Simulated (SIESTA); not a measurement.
Hf:

```
CELL_PARAMETERS angstrom
0.00000 2.22000 2.22000
2.22000 0.00000 2.22000
2.22000 2.22000 0.00000
ATOMIC_POSITIONS crystal
Hf 0.00000 0.00000 0.00000
```

This isn't the form of Hf at room conditions, which is hcp.

Base run:

| Property | Result |
| --- | --- |
| Program | SIESTA 5.4.2 |
| Functional | LDA |
| Potentials or basis | PseudoDojo 0.4 standard (LDA files) |
| Basis | DZP (energy shift 0.003 Ry; two zetas on semicore shells) |
| Grid cutoff | 800 Ry |
| Energy shift | 0.003 Ry |
| k mesh | 10 × 10 × 10 |
| Occupations | fermi-dirac, width 0.05 eV |
| Spin | no spin polarisation |

Its results: band gap on the k mesh none (metal or under the smearing width); pressure -5.8 GPa.

Q: The run is repeated on the same cell with these changes: functional from LDA to PBEsol; potentials or basis from PseudoDojo 0.4 standard (LDA files) to PseudoDojo 0.4 standard (PBEsol files). What comes out?

A: Band gap on the k mesh none (metal or under the smearing width); pressure -0.7 GPa.

Caveats: short orbitals over semicore shells can move pressures by several GPa; the basis of atomic orbitals isn't converged, which shifts pressures, moduli and gaps.

Not every run made on this cell is shown here.
